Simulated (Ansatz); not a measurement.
## A series in volume scale on W

Plane-wave DFT, scalar-relativistic PAW made under PBE with cores redone for the functional, no dispersion; the given relaxed cell is scaled uniformly, energy at zero smearing counts from the unscaled cell, pressure at the given Fermi-Dirac smearing is positive in compression. The results are calculated, by Ansatz 0.2.0.

The cell before it is scaled or strained (space group P6/mmm, No. 191):
```
cell vectors (Å)
   4.7015     0.0000     0.0000
  -2.3507     4.0716     0.0000
   0.0000     0.0000     2.6179
atoms (fractions of the cell vectors)
W   0.00000  1.00000  0.00000
W   0.33333  0.66667  0.50000
W   0.66667  0.33333  0.50000
```

Settings of every row: spin polarised no; functional revPBE; wave cutoff 420 eV; smearing width 0.1 eV; k mesh 9x9x13.

Atom starting moment: 0 on all atoms.

Limits: all rows lie far from zero pressure; no spin-orbit coupling, which can matter with elements this heavy; the cell comes from a prototype or a list of computed structures and needn't be the stable phase.

| row | volume scale | V (Å³/atom) | energy change per atom (meV) | pressure (GPa) |
| --- | --- | --- | --- | --- |
| 1 | 0.88 | 14.7 | 250.39 | 44.81 |
| 2 | 0.92 | 15.368 | ? | ? |
| 3 | 0.96 | 16.036 | 23.83 | 12.06 |
| 4 | 1.04 | 17.373 | 21.23 | -9.61 |
| 5 | 1.08 | 18.041 | 79.11 | -17.51 |
| 6 | 1.12 | 18.709 | 166.69 | -23.9 |

Question: what energy change per atom and pressure should row 2 give?

Worked fit of energy change per atom. Take u = (V_r/V)^(2/3) − 1 with V_r = 17.373 Å³ an atom, which is twice the finite (Eulerian) strain; such expansions in the strain, on which the Birch-Murnaghan equation of state is built, carry the rest volume and the bulk modulus. The shown rows have u = 0.11782, 0.05484, 0, -0.02484, -0.04819. Least squares give energy change per atom = 20.976 − 1585.067 × u + 29971.76 × u² meV; a straight line predicts inner rows, each left out in turn, worse (root mean square 100 against 0.6 meV). The rows lie off it by 0.11, -0.36, 0.25, 0.27, -0.27 (root mean square 0.26 meV). Its lowest point lies at u = 0.0264, or V = 16.71 Å³ an atom, and the curvature there gives the bulk modulus at fixed shape and fractions, B = (4/9)(1 + u)² E″(u)/V = 269 GPa. Letting shape and atoms relax would as a rule lower it, by much in layered, chain or molecular crystals. The withheld row has u = 0.08519, so the fit gives 20.976 − 1585.067 × (0.08519) + 29971.76 × (0.08519)² = 103.46 meV.

The calculation gave 103.05 meV. The fit lies 0.41 meV (0.18 % of the column's range) above it; its largest miss of a shown row is 0.36 meV.

Worked fit of pressure. Take u = (V_r/V)^(2/3) − 1 with V_r = 17.373 Å³ an atom, which is twice the finite (Eulerian) strain; such expansions in the strain, on which the Birch-Murnaghan equation of state is built, carry the rest volume and the bulk modulus. The shown rows have u = 0.11782, 0.05484, 0, -0.02484, -0.04819. Least squares give pressure = −9.686 + 342.548 × u + 1016.27 × u² GPa; a straight line predicts inner rows, each left out in turn, worse (root mean square 3.4 against 0.16 GPa). The rows lie off it by 0.03, -0.10, 0.08, 0.06, -0.07 (root mean square 0.072 GPa). The pressure vanishes at u = 0.0262, or V = 16.71 Å³ an atom, and there the bulk modulus at fixed shape and fractions is B = −V dP/dV = (2/3)(1 + u) dP/du = 271 GPa. Letting shape and atoms relax would as a rule lower it, by much in layered, chain or molecular crystals. The withheld row has u = 0.08519, so the fit gives −9.686 + 342.548 × (0.08519) + 1016.27 × (0.08519)² = 26.87 GPa.

The calculation gave 26.75 GPa. The fit lies 0.12 GPa (0.17 % of the column's range) above it; its largest miss of a shown row is 0.10 GPa.
